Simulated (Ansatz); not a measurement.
## La: energy change per atom and pressure against volume scale

Plane-wave DFT, scalar-relativistic PAW made under PBE with cores redone for the functional, no dispersion; the given relaxed cell is scaled uniformly, energy at zero smearing counts from the unscaled cell, pressure at the given Fermi-Dirac smearing is positive in compression. The results are calculated, by Ansatz 0.2.0.

The cell before it is scaled or strained (space group P6/mmm, No. 191):
```
cell vectors (Å)
   5.9552     0.0000     0.0000
  -2.9776     5.1573     0.0000
   0.0000     0.0000     3.6401
atoms (fractions of the cell vectors)
La  0.00000  1.00000  0.00000
La  0.33333  0.66667  0.50000
La  0.66667  0.33333  0.50000
```

Settings of every row: spin polarised no; functional PBE; wave cutoff 420 eV; smearing width 0.1 eV; k mesh 7x7x10.

Atom starting moment: 0 on all atoms.

Limits: the cell comes from a prototype or a list of computed structures and needn't be the stable phase.

```
row  volume scale  V (Å³/atom)  energy change per atom (meV)  pressure (GPa)
  1          0.88       32.794                         49.16            4.02
  2          0.92       34.285                         19.84            2.48
  3          0.96       35.775                          4.06            1.15
  4          1.04       38.756                             ?               ?
  5          1.08       40.247                          20.6           -1.84
  6          1.12       41.738                          42.7           -2.57
```

Question: what energy change per atom and pressure should row 4 give?

Worked fit of energy change per atom. Take u = (V_r/V)^(2/3) − 1 with V_r = 35.775 Å³ an atom, which is twice the finite (Eulerian) strain; such expansions in the strain, on which the Birch-Murnaghan equation of state is built, carry the rest volume and the bulk modulus. The shown rows have u = 0.05972, 0.02877, 0, -0.07552, -0.09767. Least squares give energy change per atom = 4.006 + 323.91 × u + 7321.1 × u² meV; a straight line predicts inner rows, each left out in turn, worse (root mean square 19 against 0.81 meV). The rows lie off it by -0.30, 0.46, 0.05, -0.70, 0.49 (root mean square 0.45 meV). The withheld row has u = -0.05196, so the fit gives 4.006 + 323.91 × (-0.05196) + 7321.1 × (-0.05196)² = 6.94 meV.

The calculation gave 5.97 meV. The fit lies 0.97 meV (16 % of the value, 2.2 % of the column's range) above it; its largest miss of a shown row is 0.70 meV.

Worked fit of pressure. Take u = (V_r/V)^(2/3) − 1 with V_r = 35.775 Å³ an atom, which is twice the finite (Eulerian) strain; such expansions in the strain, on which the Birch-Murnaghan equation of state is built, carry the rest volume and the bulk modulus. The shown rows have u = 0.05972, 0.02877, 0, -0.07552, -0.09767. Least squares give pressure = 1.15 + 44.31 × u + 63.4 × u² GPa; a straight line predicts inner rows, each left out in turn, worse (root mean square 0.17 against 0.0055 GPa). The rows lie off it by 0.00, 0.00, 0.00, -0.01, 0.00. The pressure vanishes at u = -0.0270, or V = 37.27 Å³ an atom, and there the bulk modulus at fixed shape and fractions is B = −V dP/dV = (2/3)(1 + u) dP/du = 26.5 GPa. Letting shape and atoms relax would as a rule lower it, by much in layered, chain or molecular crystals. The withheld row has u = -0.05196, so the fit gives 1.15 + 44.31 × (-0.05196) + 63.4 × (-0.05196)² = -0.98 GPa.

The calculation gave -0.99 GPa. The fit lies 0.01 GPa (0.15 % of the column's range) above it, one unit of the last digit.
